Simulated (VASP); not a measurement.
Wanted: the native input for a VASP 6.6.1 run.

```
Task                   : single point
Functional             : r2SCAN
Potentials or basis    : VASP PAW PBE potentials, release 64 (Nb_sv)
Cutoff                 : 520 eV
k mesh                 : 24 × 24 × 20
Occupations            : gaussian, width 0.1 eV
Spin                   : no spin polarisation
Dipole correction      : no
Further INCAR settings : ALGO = Normal; EDIFF = 1e-06; NBANDS = 12
```

The system is Nb.

```
Nb
1.0
     2.85984    0.00000    0.00000
    -1.42992    2.47670    0.00000
     0.00000    0.00000    2.71560
Nb
1
Cartesian
  0.0000 0.0000 0.0000
```

The cell was built by a generator and needn't be a form met in nature.

The input as run:

POSCAR

```
Nb
1.0
    2.8598416601      0.0000000000      0.0000000000
   -1.4299208300      2.4766955285      0.0000000000
    0.0000000000      0.0000000000      2.7156008777
Nb
1
Direct
    0.0000000000      0.0000000000      0.0000000000
```

INCAR.step1

```
  ALGO = Normal
  EDIFF = 1E-4
  ENCUT = 520
  GGA = PE
  ISMEAR = 0
  LASPH = T
  LCHARG = F
  LREAL = F
  LWAVE = T
  NBANDS = 12
  NELM = 100
  PREC = Accurate
  SIGMA = 0.1
```

INCAR.step2

```
  ALGO = Normal
  EDIFF = 1E-6
  ENCUT = 520
  ISIF = 2
  ISMEAR = 0
  ISTART = 1
  LASPH = T
  LCHARG = T
  LELF = T
  LMIXTAU = T
  LREAL = F
  LVHAR = T
  LWAVE = F
  METAGGA = R2SCAN
  NBANDS = 12
  NELM = 100
  PREC = Accurate
  SIGMA = 0.1
```

KPOINTS

```
k-points
0
Gamma
  24 24 20
```

Potentials or basis: VASP PAW PBE potentials, release 64 (Nb_sv).

Launch:

```bash
$ cat potpaw_PBE.64/Nb_sv/POTCAR > POTCAR
$ cp INCAR.step1 INCAR
$ mpirun -np 1 vasp_std > vasp.out
$ cp INCAR.step2 INCAR
$ mpirun -np 1 vasp_std > vasp.out
```

Results of the run:

The pressure is -0.1 GPa and the band gap on the k mesh is none (metal or under the smearing width).

Caveat: the PAW data sets were made with another functional, which shifts forces and pressure a little.

Run time: 2.2 min on 1 thread of Intel(R) Xeon(R) 6975P-C (Granite Rapids), on a shared host, peak memory 0.26 GiB.
